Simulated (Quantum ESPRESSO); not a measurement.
**BAs under changes of volume**

One of the cells (13.626 Å³/atom); the others are scaled copies at fixed shape and fractional positions:

```xyz
2
Lattice="0.0000 2.3885 2.3885 2.3885 0.0000 2.3885 2.3885 2.3885 0.0000" Properties=species:S:1:pos:R:3 pbc="T T T"
As    3.5827    3.5827    3.5827
B     0.0000    0.0000    0.0000
```

* Program: Quantum ESPRESSO 7.5
* Functional: PBE
* Potentials or basis: SSSP 1.3 efficiency PBE
* Cutoff: 748 eV
* Density cutoff: 5987 eV
* k mesh: 10 × 10 × 10
* Occupations: fermi-dirac, width 0.05 eV
* Spin: no spin polarisation

```tsv
volume (Å³/atom)	energy over the lowest point (meV/atom)	pressure (GPa)	gap on the mesh (eV)
12.809	?	?	?
13.081	26.05	9.9	1.13
13.354	12.04	6.5	1.15
13.626	3.53	3.4	1.17
13.899	0.00	0.7	1.19
14.171	0.97	-1.9	1.21
14.444	6.01	-4.1	1.23
```

Q: What does the run at 12.809 Å³/atom give?

A: Energy over the lowest point 46.15 meV/atom; pressure 13.7 GPa; gap on the mesh 1.11 eV.

Worked out: A Birch-Murnaghan fit of order 3 (a polynomial in V^(-2/3)) to the other rows has its minimum at 13.97 Å³/atom with B0 = V·E''(V) = 132 GPa and B' = 4.1. It gives 46.09 meV/atom at 12.809 Å³/atom, against the run's 46.15, and -dE/dV = 13.7 GPa, against 13.7. A straight line through the other rows of the gap, of slope 1.01 eV per unit of ln V, extrapolates to 1.11 eV, against the run's 1.11.

Energies are extrapolated to zero smearing.

A mesh can miss the band edges. Spin-orbit coupling on As is left out.
